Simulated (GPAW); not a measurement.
# Te2Mo: band structure with LDA

**What was measured.**

“Broadband infrared study of pressure-tunable Fano resonance and metallization transition in 2H-MoTe2”, 2022, pmc:9569381 quotes, for a bulk crystal of Te2Mo at 300 K: band gap 0.88 ± 0.05 eV (indirect).

The system is Te2Mo.

```
CELL_PARAMETERS angstrom
3.51820 0.00000 0.00000
-1.75910 3.04685 0.00000
0.00000 0.00000 13.97360
ATOMIC_POSITIONS crystal
Te 0.66667 0.33333 0.37900
Te 0.33333 0.66667 0.87900
Te 0.33333 0.66667 0.62100
Te 0.66667 0.33333 0.12100
Mo 0.66667 0.33333 0.75000
Mo 0.33333 0.66667 0.25000
```

```
Program             : GPAW 26.7.0
Task                : band structure
Functional          : LDA
Potentials or basis : the program's PAW data sets (release 1.2.1) made for this functional, other valence
Cutoff              : 600 eV
Basis               : pw
k mesh              : 5 × 5 × 2
Occupations         : fermi-dirac, width 0.05 eV
Spin                : no spin polarisation
Maxiter             : 150
Band path           : GMKGALHA,LM,KH
Band points         : 80
Data set            : Mo 6, Te 16
```

The pressure is -4.7 GPa and the largest force is 0.331 eV/Å. The band gap on the k mesh is 0.65 eV, indirect (least direct gap 1.22 eV). The band gap along the path is 0.65 eV, indirect (least direct gap 1.02 eV).

Forces in eV/Å, atoms in the order of the input:
```
Te   0.000  0.000 -0.331
Te   0.000  0.000 -0.331
Te   0.000  0.000  0.331
Te   0.000  0.000  0.331
Mo   0.000  0.000  0.000
Mo   0.000  0.000  0.000
```

Stress tensor (GPa, compression positive):
```
-4.59  0.00  0.00
 0.00 -4.59  0.00
 0.00  0.00 -5.07
```

Levels at the corners of the path, in eV from the valence-band top:
| point | band 34 | band 35 | band 36 | band 37 | band 38 | band 39 | band 40 | band 41 | band 42 | band 43 |
| --- | --- | --- | --- | --- | --- | --- | --- | --- | --- | --- |
| Γ | -1.07 | -1.04 | -1.04 | -0.28 | 0.00 | 2.90 | 2.90 | 3.03 | 3.03 | 3.09 |
| M | -1.78 | -1.03 | -0.96 | -0.58 | -0.30 | 1.26 | 1.33 | 1.40 | 1.77 | 2.53 |
| K | -3.11 | -1.82 | -1.82 | -0.30 | -0.06 | 0.96 | 0.96 | 1.01 | 2.08 | 2.27 |
| Γ | -1.07 | -1.04 | -1.04 | -0.28 | 0.00 | 2.90 | 2.90 | 3.03 | 3.03 | 3.09 |
| A | -1.05 | -1.05 | -1.05 | -0.07 | -0.07 | 2.93 | 2.93 | 2.93 | 2.93 | 3.26 |
| L | -1.92 | -0.97 | -0.97 | -0.44 | -0.44 | 1.29 | 1.29 | 1.60 | 1.60 | 2.95 |
| H | -2.74 | -1.98 | -1.98 | -0.21 | -0.21 | 0.97 | 0.97 | 1.50 | 1.50 | 2.36 |
| A | -1.05 | -1.05 | -1.05 | -0.07 | -0.07 | 2.93 | 2.93 | 2.93 | 2.93 | 3.26 |
| L | -1.92 | -0.97 | -0.97 | -0.44 | -0.44 | 1.29 | 1.29 | 1.60 | 1.60 | 2.95 |
| M | -1.78 | -1.03 | -0.96 | -0.58 | -0.30 | 1.26 | 1.33 | 1.40 | 1.77 | 2.53 |
| K | -3.11 | -1.82 | -1.82 | -0.30 | -0.06 | 0.96 | 0.96 | 1.01 | 2.08 | 2.27 |
| H | -2.74 | -1.98 | -1.98 | -0.21 | -0.21 | 0.97 | 0.97 | 1.50 | 1.50 | 2.36 |

It took 4.8 min on 1 thread of AMD EPYC 9R14 (Zen 4) (shared host), peak memory 0.92 GiB.

A measured gap of Te2Mo is 0.88 eV (indirect; 300 K; quoted in “Broadband infrared study of pressure-tunable Fano resonance and metallization transition in 2H-MoTe2”, 2022, pmc:9569381); the calculated 0.65 eV misses it by -0.23 eV. Spin-orbit coupling on Mo, Te is left out. The value is that of LDA, without temperature or zero-point motion. Semilocal functionals fall short of measured gaps as a rule.

Caveat: the k mesh is coarse; spin-orbit coupling is left out, which moves the levels of the heavy elements.
